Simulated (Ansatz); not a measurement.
Wanted: the native input for an Ansatz 0.2.0 run.

```
Task                : single point
Functional          : PBEsol
Potentials or basis : Ansatz PAW
Cutoff              : 420 eV (not typed: the program's choice for these potentials)
k mesh              : 14 × 14 × 14
Occupations         : fermi-dirac, width 0.05 eV
Spin                : collinear spin, antiferromagnetic start
Starting moments    : [3.0, -3.0, 0.0] μB
```

Fe2Si:

```
Fe Si
1.0
    -1.34748    1.34748    4.45257
     1.34748   -1.34748    4.45257
     1.34748    1.34748   -4.45257
Fe Si
2 1
Direct
  0.66037 0.66037 0.00000
  0.33963 0.33963 0.00000
  0.00000 0.00000 0.00000
```

The cell comes from a database or a generator and needn't be the stable form of this composition.

These files were run (other wordings do the same):

input.yaml

```yaml
crystal:
  lattice:
    - [-1.347484, 1.347484, 4.452568]
    - [1.347484, -1.347484, 4.452568]
    - [1.347484, 1.347484, -4.452568]
  atoms:
    - { symbol: Fe, position: [0.660368, 0.660368, 0.0], spin: 3.0 }
    - { symbol: Fe, position: [0.339632, 0.339632, 0.0], spin: -3.0 }
    - { symbol: Si, position: [0.0, 0.0, 0.0] }
hamiltonian:
  xc: pbesol
  pseudopotentials: { kind: paw }
magnetization:
  spin_polarized: true
kpoints:
  mp_grid: { grid: [14, 14, 14] }
scf:
  occupations: { method: fermi_dirac, width: 0.05 }
output:
  forces: true
  stress: true
  eigenvalues: true
```

Potentials or basis: Ansatz PAW.

Command:

```sh
$ ansatz run input.yaml --threads 2 --pin off --max-ram 5632MiB --backend cpu --events-out ev --progress --plain --runs-dir out
```

It gave:

```yaml
Pressure: -8.5 GPa
Largest_force: 0.110 eV/Å
Band_gap_on_the_k_mesh: none (metal or under the smearing width)
Net_moment: -2.35 μB per cell
Absolute_moment: 2.64 μB per cell
Site_moments: Fe -1.23; Si +0.05 μB
```

Caveat: the PAW data sets come from PBE, with cores solved anew for the run's functional, which leaves a small shift of forces and pressure; the starting moments weren't kept.

Run time: 28 s on 2 threads of AMD EPYC 7R43 64-Core Processor (Zen 3), with other jobs on the host, peak memory 0.75 GiB.
